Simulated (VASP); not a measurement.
## WC (Qusongite): equation of state with PBEsol

WC (Qusongite):

```
CELL_PARAMETERS angstrom
2.90650 0.00000 0.00000
-1.45325 2.51710 0.00000
0.00000 0.00000 2.83660
ATOMIC_POSITIONS crystal
W 0.00000 0.00000 0.00000
C 0.66667 0.33333 0.50000
```

```yaml
Program: VASP 6.6.1
Task: equation of state
Functional: PBEsol
Potentials_or_basis: VASP PAW PBE potentials, release 64 (W_sv, C)
Cutoff: 520 eV
k_mesh: 10 × 10 × 9
Occupations: fermi-dirac, width 0.05 eV
Spin: no spin polarisation
```

The equilibrium volume is 10.32 Å³/atom, the bulk modulus at fixed shape and positions is 412 GPa and the pressure derivative of the bulk modulus is 4.3.

Energy against volume, from the lowest point:
| volume (Å³/atom) | energy (meV/atom) |
| --- | --- |
| 9.754 | 43.98 |
| 9.961 | 16.84 |
| 10.169 | 2.61 |
| 10.376 | 0.00 |
| 10.584 | 7.84 |
| 10.791 | 25.06 |
| 10.999 | 50.73 |

All runs of the series together: 88 s on 1 thread of Intel(R) Xeon(R) Platinum 8488C (Sapphire Rapids), with other jobs on the host.

Caveat: the cell was scaled at fixed shape and fractional positions, which overstates the stiffness of a crystal with free parameters, most of all of layers and chains; the PAW data sets were made with another functional, which shifts forces and pressure a little. The run has no spin-orbit coupling, so splittings on W are missing.
